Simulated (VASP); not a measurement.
Wanted: the native input for a VASP 6.6.1 run.

* Task: single point
* Functional: PBEsol
* Potentials or basis: VASP PAW PBE potentials, release 64 (Mg, O)
* Cutoff: 520 eV
* k mesh: 9 × 9 × 6
* Occupations: gaussian, width 0.05 eV
* Spin: no spin polarisation
* Dipole correction: no
* Further INCAR settings: ALGO = Normal; EDIFF = 1e-06; NBANDS = 16

The structure of MgO lies in POSCAR:

```
MgO
1.0
    3.3077869865      0.0000000000      0.0000000000
   -1.6538934933      2.8646275606      0.0000000000
    0.0000000000      0.0000000000      4.9828816700
Mg O
2 2
Direct
    0.3333333333      0.6666666667     -0.0028574371
    0.6666666667      0.3333333333      0.4971425629
    0.3333333333      0.6666666667      0.4024402600
    0.6666666667      0.3333333333      0.9024402600
```

Measurements of this composition are mostly on another form, of space group No. 225.

The cell isn't the ideal one: all Mg atoms moved -0.025 Å, as atom 1 along Cartesian [0 0 1].

These files were run (other wordings do the same):

INCAR

```
SYSTEM = MgO
ALGO = Normal
EDIFF = 1E-6
ENCUT = 520
GGA = PS
ISIF = 2
ISMEAR = 0
LASPH = .TRUE.
LCHARG = .FALSE.
LREAL = .FALSE.
LWAVE = .FALSE.
NBANDS = 16
NELM = 100
PREC = Accurate
SIGMA = 0.05
```

KPOINTS

```
k-points
0
G
  9 9 6
  0 0 0
```

Potentials or basis: VASP PAW PBE potentials, release 64 (Mg, O).

Run with:

```console
$ cat potpaw_PBE.64/Mg/POTCAR potpaw_PBE.64/O/POTCAR > POTCAR
$ mpirun -np 1 vasp_std > vasp.out
```

It gave:

The pressure is -0.1 GPa. The largest force is 0.158 eV/Å and the band gap on the k mesh is 3.31 eV, direct.

Caveat: the PAW data sets were made with another functional, which shifts forces and pressure a little; an odd mesh through Γ misses points on the zone boundary, where band edges often lie.

Run time: 62 s on 1 thread of Intel(R) Xeon(R) Platinum 8175M CPU @ 2.50GHz (Skylake/Cascade Lake), with other jobs on the host, peak memory 0.19 GiB.
